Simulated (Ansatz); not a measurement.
ZnO in the rocksalt structure, relaxed with r2SCAN in Ansatz 0.2.0: space group Fm-3m (No. 225), cubic; a = 4.268 Å in the conventional setting, 9.72 Å³ an atom. Zn is surrounded by 6 O at 2.13 Å; O is surrounded by 6 Zn at 2.13 Å. The primitive cell holds 2 atoms in 19.43 Å³. These are computed values for a spin-unpolarised cell that may be hypothetical; none is a measurement.

Computed values: PBE gives a gap of 0.95 eV and PBE0 (25 % exact exchange) 3.43 eV; one over PBE's mean ε∞ is 0.187. HSE06 (8×8×8) gives a least gap of 2.74 eV and a least direct gap of 3.96 eV. In PBE's bands the lowest conduction level rises by 0.390 eV from Γ to the point 0.1472 1/Å along Γ–X; the direct gap at Γ is 2.35 eV. r2SCAN's ε∞ is 4.77.

**What is the density?** The cell holds 1 Zn, 1 O: M = 1×65.380 + 1×15.999 = 81.38 u in V = 19.43 Å³. ρ = 1.66054 × M/V = 1.66054 × 81.38/19.43 = 6.955 g/cm³, for the static r2SCAN lattice.

**Taking the gap as linear in the share of unscreened exchange, estimate the gap of the hybrid whose share is 1/ε∞.** The slope is (3.43 − 0.95)/0.25 = 9.92 eV per unit share, so E_g ≈ 0.95 + 9.92 × 0.187 = 2.81 eV. The run with that share gives 2.78 eV (8×8×8 mesh), -0.03 eV from the straight line.

**At what wavelength does absorption set in by HSE06, excitons left aside?** λ = 1239.84 eV nm/E: 452 nm for the least gap, where it needs phonons and is weak, and 313 nm for direct transitions.

**Estimate the electron mass at Γ from the rise of PBE's conduction level.** A parabola gives m*/mₑ = (ħ²/2mₑ) k²/ΔE = 3.810 × 0.1472²/0.390 = 0.212. The band flattens away from Γ; with E(1 + E/E_g) = ħ²k²/2m* the mass at the edge is 0.212/(1 + 0.390/2.35) = 0.182 (1/E_g is only a rough value for the bending). It is PBE's mass, and a gap that is too small makes it too light.

**What refractive index and reflectivity at normal incidence follow, below the gap and above the phonons?** n = √4.77 = 2.184; R = ((n − 1)/(n + 1))² = (1.184/3.184)² = 13.8 % a face.

The meshes of the hybrids are coarse, so their gaps aren't converged to the digits shown.
